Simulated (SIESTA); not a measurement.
Crystal: HfC.

```
CELL_PARAMETERS angstrom
0.00000 2.32500 2.32500
2.32500 0.00000 2.32500
2.32500 2.32500 0.00000
ATOMIC_POSITIONS crystal
Hf 0.50000 0.50000 0.50000
C 0.00000 0.00000 0.00000
```

Base run:

| Quantity | Value |
| --- | --- |
| Program | SIESTA 5.4.2 |
| Functional | PBEsol |
| Potentials or basis | PseudoDojo 0.4 standard (PBEsol files) |
| Basis | DZP (energy shift 0.003 Ry; two zetas on semicore shells) |
| Grid cutoff | 800 Ry |
| Energy shift | 0.003 Ry |
| k mesh | 10 × 10 × 10 |
| Occupations | fermi-dirac, width 0.05 eV |
| Spin | no spin polarisation |

Its results: band gap on the k mesh none (metal or under the smearing width); pressure -3.6 GPa.

Q: The run is repeated on the same cell with these changes: functional from PBEsol to LDA; potentials or basis from PseudoDojo 0.4 standard (PBEsol files) to PseudoDojo 0.4 standard (LDA files). What comes out?

A: Band gap on the k mesh none (metal or under the smearing width); pressure -9.9 GPa.

Caveats: short orbitals over semicore shells can move pressures by several GPa; the basis of atomic orbitals isn't converged, which shifts pressures, moduli and gaps.

Not every run made on this cell is shown here.
